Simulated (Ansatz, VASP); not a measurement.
# LiF in VASP and in Ansatz

The input INCAR:

```
SYSTEM = LiF
  ALGO = Normal
  EDIFF = 1E-7
  ENCUT = 520
  GGA = PE
  ISIF = 2
  ISMEAR = -1
  LASPH = .True.
  LCHARG = .True.
  LELF = .True.
  LREAL = .False.
  LVHAR = .True.
  LWAVE = .False.
  NBANDS = 12
  NELM = 80
  PREC = Accurate
  SIGMA = 0.02
```

File KPOINTS:

```
k-points
0
Gamma
  10 10 10
  0 0 0
```

Contents of POSCAR:

```
LiF
1.0
    0.0000000000      1.9549743028      2.0236966024
    1.9549743028      0.0000000000      2.0236966024
    1.9549743028      1.9549743028      0.0000000000
Li F
1 1
Direct
    0.0000000000      0.0000000000      0.0000000000
    0.5000000000      0.5000000000      0.5000000000
```

Input for Ansatz:

```yaml
crystal:
  lattice:
    - [0.0, 1.9549743028, 2.0236966024]
    - [1.9549743028, 0.0, 2.0236966024]
    - [1.9549743028, 1.9549743028, 0.0]
  atoms:
    - { symbol: Li, position: [0.0, 0.0, 0.0] }
    - { symbol: F, position: [0.5, 0.5, 0.5] }
kpoints:
  mp_grid: { grid: [10, 10, 10] }
  band_path:
    path:
      - [0.0, 0.0, 0.0]
      - [0.5, 0.0, 0.5]
      - [0.625, 0.25, 0.625]
      - [0.375, 0.375, 0.75]
      - [0.5, 0.5, 0.5]
      - [0.5, 0.25, 0.75]
    npoints: 1
hamiltonian:
  xc: pbe
scf:
  occupations: { method: fermi_dirac, width: 0.02 }
  n_extra_bands: 4
output:
  forces: true
  stress: true
  eigenvalues: true
```

Change from the starting cell: epitaxial_xy strain -2.0%.

Alike in both runs: task single point; functional PBE; k mesh 10 × 10 × 10; occupations fermi-dirac, width 0.02 eV; no spin polarisation.

|  | VASP | Ansatz |
| --- | --- | --- |
| version | VASP 6.6.1 | Ansatz 0.2.0 |
| potentials or method | VASP PAW PBE potentials, release 64 (Li_sv, F) | plane waves, PAW |
| plane-wave cutoff (eV) | 520 | 420 |
| valence electrons in the cell | 10 | 10 |

```tsv
	VASP	Ansatz	Ansatz less VASP
gap on the k mesh at the Fermi level (eV)	9.54	9.54	-0.002
```

 A k mesh can miss the band edges.
